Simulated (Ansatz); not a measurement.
# CdTe: band gap under strain

How does strain move the band edges of CdTe built on the zincblende prototype, and do the functionals agree on it? States: no strain; -4.0 % strain along z alone; -3.0 % strain along z alone.

Code: Ansatz 0.2.0. PAW datasets, plane waves. (Simulation; spin polarisation is off.)

### 1 The structure to begin with

The unstrained cell was relaxed with r2SCAN; in each strained cell the atoms were relaxed again with r2SCAN. Names of k-points are those of the unstrained zone, where strain can split equivalent points. First state: no strain.

The symmetry is F-43m (No. 216, cubic); a = 6.560 Å in the conventional setting, 35.29 Å³ an atom. Near Cd stand 4 Te at 2.84 Å; near Te stand 4 Cd at 2.84 Å.

The structure in full:

```cif
data_structure
_symmetry_space_group_name_H-M 'F-43m'
_symmetry_Int_Tables_number 216
_cell_length_a 6.5599
_cell_length_b 6.5599
_cell_length_c 6.5599
_cell_angle_alpha 90.000
_cell_angle_beta 90.000
_cell_angle_gamma 90.000
_cell_volume 282.29
loop_
_atom_site_label
_atom_site_type_symbol
_atom_site_symmetry_multiplicity
_atom_site_Wyckoff_symbol
_atom_site_fract_x
_atom_site_fract_y
_atom_site_fract_z
_atom_site_occupancy
Cd1 Cd 4 a 0.00000 0.00000 0.00000 1
Te1 Te 4 d 0.25000 0.25000 0.75000 1
```

### 2 No strain: PBE

The input, input.yaml:

```yaml
crystal:
  lattice:
    - [0.0, 3.2799551162, 3.2799551162]
    - [3.2799551162, 0.0, 3.2799551162]
    - [3.2799551162, 3.2799551162, 0.0]
  atoms:
    - { symbol: Cd, position: [0.0, 0.0, 0.0] }
    - { symbol: Te, position: [0.25, 0.25, 0.25] }
kpoints:
  mp_grid: { grid: [6, 6, 6] }
  band_path:
    path:
      - [0.0, 0.0, 0.0]
      - [-0.5, -0.5, 0.0]
      - [-0.375, -0.375, 0.25]
      - [-0.375, 0.0, 0.375]
      - [0.0, 0.0, 0.5]
      - [-0.5, -0.25, 0.25]
    npoints: 1
hamiltonian:
  xc: pbe
scf:
  occupations: { method: fermi_dirac, width: 0.02 }
  n_extra_bands: 4
output:
  forces: true
  stress: true
  eigenvalues: true
```

On the command line:

```console
ansatz run input.yaml --threads 2 --pin off --max-ram 29491MiB --backend cpu --events-out ev --progress --plain --runs-dir out
```

Further steps of the session: No strain: r2SCAN; No strain: HSE06; No strain: r2SCAN+SOC; No strain: r2SCAN; No strain: G0W0@PBE; -4.0 % strain along z alone: PBE; -4.0 % strain along z alone: r2SCAN; -4.0 % strain along z alone: HSE06; -4.0 % strain along z alone: r2SCAN+SOC; -4.0 % strain along z alone: r2SCAN; -4.0 % strain along z alone: G0W0@PBE; -3.0 % strain along z alone: PBE; -3.0 % strain along z alone: r2SCAN; -3.0 % strain along z alone: HSE06; -3.0 % strain along z alone: r2SCAN+SOC; -3.0 % strain along z alone: r2SCAN; -3.0 % strain along z alone: G0W0@PBE.

Before running it: what results should come out?

**Answer**, as computed:

Least gap in eV (negative: overlap), with the change from the unstrained cell in brackets. G0W0 is on its own coarse mesh.

| state | volume change (%) | PBE | r2SCAN | HSE06 | G0W0 |
| --- | --- | --- | --- | --- | --- |
| no strain | +0.0 | 0.66 | 1.16 | 1.53 | 1.21 |
| -4.0 % strain along z alone | -4.0 | 0.70 (+0.04) | 1.20 (+0.04) | 1.58 (+0.05) | 1.28 (+0.07) |
| -3.0 % strain along z alone | -3.0 | 0.69 (+0.03) | 1.19 (+0.03) | 1.56 (+0.03) | 1.27 (+0.06) |

With HSE06, of the states in the table -4.0 % strain along z alone shifts the gap most, by +0.049 eV. PBE and HSE06 differ by 0.86 eV on the unstrained gap, and by at most 0.01 eV on its change. Spin-orbit coupling is left out of the table, though the cell holds Te (Z = 52); in an element this heavy it can shift bands and gaps by tenths of an eV. The G0W0 figures hold for the stated bands, cutoff and mesh and aren't extrapolated.
